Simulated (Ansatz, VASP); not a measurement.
## Au in VASP and in Ansatz

```xyz
1
Lattice="2.6011 0.0000 0.0000 0.0000 2.6011 0.0000 0.0000 0.0000 2.6011" Properties=species:S:1:pos:R:3 pbc="T T T"
Au    0.0000    0.0000    0.0000
```

Change from the starting cell: volume scaled by 0.9, PAW files.

Alike in both runs: task single point; functional PBEsol; k mesh 14 × 14 × 14; occupations fermi-dirac, width 0.08 eV; no spin polarisation.

```csv
,VASP,Ansatz
version,VASP 6.6.1,Ansatz 0.2.0
potentials or method,"VASP PAW PBE potentials, release 64 (Au)","PAW with Ansatz's default frozen-core files, scalar-relativistic"
plane-wave cutoff (eV),520,420
valence electrons in the cell,11,19
```

```tsv
	VASP	Ansatz	Ansatz less VASP
pressure (GPa)	18.4	18.7	+0.32
```

With one functional, cell and mesh, what is left measures potentials, basis and numerics. The two sets of potentials don't hold the same shells in valence.

Caveats: so large a pressure means that the cell lies far from this level's equilibrium, or that cutoff or potentials fall short (VASP); the potentials were made for another functional, which shifts forces and pressure (VASP). The runs have no spin-orbit coupling, so splittings on Au are missing.
